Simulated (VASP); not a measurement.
A run of VASP 6.6.1:

INCAR

```
  PREC = Accurate
  ENCUT = 600
  EDIFF = 1E-6
  ISMEAR = -1
  SIGMA = 0.05
  LREAL = F
  LASPH = T
  NELM = 60
  ALGO = Normal
  ISIF = 3
  LWAVE = F
  LCHARG = F
  GGA = PS
  IBRION = 2
  NSW = 40
  EDIFFG = -0.02
```

The input KPOINTS:

```
regular mesh
0
Gamma
  10 10 5
```

Contents of POSCAR:

```
Mg
1.0
    3.2093000000      0.0000000000      0.0000000000
   -1.6046500000      2.7793353284      0.0000000000
    0.0000000000      0.0000000000      5.2103000000
Mg
2
Direct
    0.6666666667      0.3333333333      0.7500000000
    0.3333333333      0.6666666667      0.2500000000
```

Potentials or basis: VASP PAW PBE potentials, release 64 (Mg).

Run with:

```bash
$ cat potpaw_PBE.64/Mg/POTCAR > POTCAR
$ mpirun -np 1 vasp_std > vasp.out
```

Hardware: 1 thread of Intel(R) Xeon(R) Platinum 8259CL CPU @ 2.50GHz (Skylake/Cascade Lake), with other jobs on the host.

Task: How long does it take, and how much memory?

Result: It took 44 s on 1 thread of Intel(R) Xeon(R) Platinum 8259CL CPU @ 2.50GHz (Skylake/Cascade Lake), on a shared host, peak memory 0.18 GiB. Counts: scf iterations 31, k points 42, ion steps 7.
